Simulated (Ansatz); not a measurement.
Wires are cut from relaxed bulk AlNi (Pm-3m, 12.11 Å³/atom, gap on the mesh 0.00 eV); atoms and period are relaxed, and energies count from that bulk.

The calculation used DFT PBE, scalar-relativistic, plane waves, PAW (Ansatz 0.2.0).

Cutoff 420 eV, Gaussian smearing of 0.05 eV, energies at zero smearing, symmetry of each start kept, no spin polarisation.

| start | atoms | k mesh | excess energy (eV per host atom) | line energy (eV/Å) | period (Å) | gap on the mesh (eV) |
| --- | --- | --- | --- | --- | --- | --- |
| [110] wire, 10 host atoms a period | 10 | 1×1×13 | 1.064 | 2.761 | 3.854 | 0 |
| [110] wire, 12 host atoms a period | 12 | 1×1×13 | 0.987 | 3.073 | 3.856 | 0 |

Spin polarisation was left out, and a magnetic state may lie lower.

Each run keeps its start's symmetry and one magnetic start, so lower states can exist.

Cost: 2 runs of about 7.1 core-minutes in all, on Intel Xeon 6975P-C (Granite Rapids) (shared hosts).